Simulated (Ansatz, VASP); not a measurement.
## Two plane-wave programs on Pd

```
CELL_PARAMETERS angstrom
0.00000 1.94490 1.92545
1.94490 0.00000 1.92545
1.94490 1.94490 0.00000
ATOMIC_POSITIONS crystal
Pd 0.00000 0.00000 0.00000
```

Change from the starting cell: zz strain of -1 %, PAW files.

Alike in both runs: task electric field gradients; functional PBEsol; k mesh 18 × 18 × 18; occupations fermi-dirac, width 0.05 eV; no spin polarisation.

|  | VASP | Ansatz |
| --- | --- | --- |
| version | VASP 6.6.1 | Ansatz 0.2.0 |
| potentials or method | VASP PAW PBE potentials, release 64 (Pd) | PAW with Ansatz's default frozen-core files, scalar-relativistic |
| plane-wave cutoff (eV) | 520 | 420 |
| valence electrons in the cell | 10 | 18 |

```csv
,VASP,Ansatz,Ansatz less VASP
pressure (GPa),-0.6,-0.2,+0.34
largest component of the traceless stress (GPa),0.41,0.42,+0.004
Vzz of the field gradient on the site that differs most (V/Å²),1.1,1.7,+0.61
```

The two sets of potentials don't hold the same shells in valence. Ansatz warned: «gradients_without_spin_orbit».

Caveats: the PAW data sets were made with another functional, which shifts forces and pressure a little (VASP).
